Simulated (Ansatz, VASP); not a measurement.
# One calculation of LiCl, two programs

Contents of INCAR:

```
PREC = Accurate
ENCUT = 520
EDIFF = 1E-6
ISMEAR = 0
SIGMA = 0.02
LREAL = False
LASPH = True
NELM = 60
ALGO = Normal
ISIF = 2
LWAVE = False
LCHARG = False
GGA = PE
NBANDS = 12
```

The input KPOINTS:

```
regular mesh
0
Gamma
  8 8 8
```

Contents of POSCAR:

```
LiCl
1.0
    0.0000000000      2.5647600000      2.5647600000
    2.5647600000      0.0000000000      2.5647600000
    2.5647600000      2.5647600000      0.0000000000
Li Cl
1 1
Direct
    0.0000000000      0.0000000000      0.0000000000
    0.5000000000      0.5000000000      0.5000000000
```

Input for Ansatz:

```yaml
crystal:
  lattice:
    - [0.0, 2.56476, 2.56476]
    - [2.56476, 0.0, 2.56476]
    - [2.56476, 2.56476, 0.0]
  atoms:
    - { symbol: Li, position: [0.0, 0.0, 0.0] }
    - { symbol: Cl, position: [0.5, 0.5, 0.5] }
basis:
  ecutwfc: 420
kpoints:
  mp_grid: { grid: [8, 8, 8] }
hamiltonian:
  xc: pbe
scf:
  occupations: { method: gaussian, width: 0.02 }
output:
  forces: true
  stress: true
  eigenvalues: true
  populations: true
  write_density: true
  write_potential: true
  elf: true
  volumetric_format: npy
```

Alike in both runs: task single point; functional PBE; k mesh 8 × 8 × 8; occupations gaussian, width 0.02 eV; no spin polarisation.

|  | VASP | Ansatz |
| --- | --- | --- |
| version | VASP 6.6.1 | Ansatz 0.2.0 |
| potentials or method | VASP PAW PBE potentials, release 64 (Li_sv, Cl) | scalar-relativistic, plane waves, PAW |
| plane-wave cutoff (eV) | 520 | 420 |
| valence electrons in the cell | 10 | 10 |

```tsv
	VASP	Ansatz	Ansatz less VASP
gap on the k mesh at the Fermi level (eV)	6.34	6.33	-0.013
least direct gap on the mesh (eV)	6.34	6.33	-0.013
```

 A k mesh can miss the band edges.
